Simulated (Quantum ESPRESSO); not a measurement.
## CuO: equation of state with PBE

Crystal: CuO.

```
Cu O
1.0
     2.34465   -1.71340    0.00000
     2.34465    1.71340    0.00000
    -0.86055    0.00000    5.05944
Cu O
2 2
Direct
  0.00320 0.49680 0.00000
  0.49680 0.00320 0.50000
  0.57140 0.40560 0.25370
  0.40560 0.57140 0.75370
```

- Program: Quantum ESPRESSO 7.5
- Task: equation of state
- Functional: PBE
- Potentials or basis: SSSP 1.3 efficiency PBE
- Cutoff: 748 eV
- Density cutoff: 5987 eV
- k mesh: 10 × 10 × 5
- Occupations: fermi-dirac, width 0.05 eV
- Spin: no spin polarisation

| Property | Result |
| --- | --- |
| Equilibrium volume | 10.51 Å³/atom |
| Bulk modulus at fixed shape and positions | 162 GPa |
| Pressure derivative of the bulk modulus | 4.7 |

Energy against volume, from the lowest point:
```
volume (Å³/atom)  energy (meV/atom)
           9.553              52.73
           9.756              31.41
           9.959              16.07
          10.163               6.09
          10.366               0.90
          10.569               0.00
          10.772               2.96
```

All runs of the series together: 7.3 min on 2 threads of Arm Neoverse V1, with other jobs on the host.

Caveat: the cell was scaled at fixed shape and fractional positions, which overstates the stiffness of a crystal with free parameters, most of all of layers and chains; the run has no spin polarisation, though such a crystal can be magnetic.
